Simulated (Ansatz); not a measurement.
Pt in several cubic structure types, each at its own equilibrium volume.

Theory: PBE, plane waves, PAW datasets (generated soft set 1) (Ansatz 0.2.0 development build).

Settings: cutoff 420 eV; no spin polarisation; Fermi–Dirac smearing of 0.0612 eV; k-meshes 48³ (bcc), 33³ (diamond), 47³ (fcc), 41³ (simple cubic).

Q: Rank the structures by energy per atom, lowest first.
A. simple cubic
B. diamond
C. fcc
D. bcc

A: C (0.0 meV/atom), D (102 meV/atom), A (457 meV/atom), B (1068 meV/atom).

Q: Give the equilibrium volume and bulk modulus of each.

A: 
```json
{"structure": "bcc", "V₀ (Å³/atom)": "15.83", "B₀ (GPa)": "238"}
{"structure": "diamond", "V₀ (Å³/atom)": "24.09", "B₀ (GPa)": "115"}
{"structure": "fcc", "V₀ (Å³/atom)": "15.65", "B₀ (GPa)": "248"}
{"structure": "simple cubic", "V₀ (Å³/atom)": "18.08", "B₀ (GPa)": "185"}
```

Only these cubic types are compared here; the real ground state can be another structure or magnetic.

Model structures, not the usual forms at ambient conditions (metastable or hypothetical): Pt (bcc type), Pt (diamond type), Pt (simple cubic type).
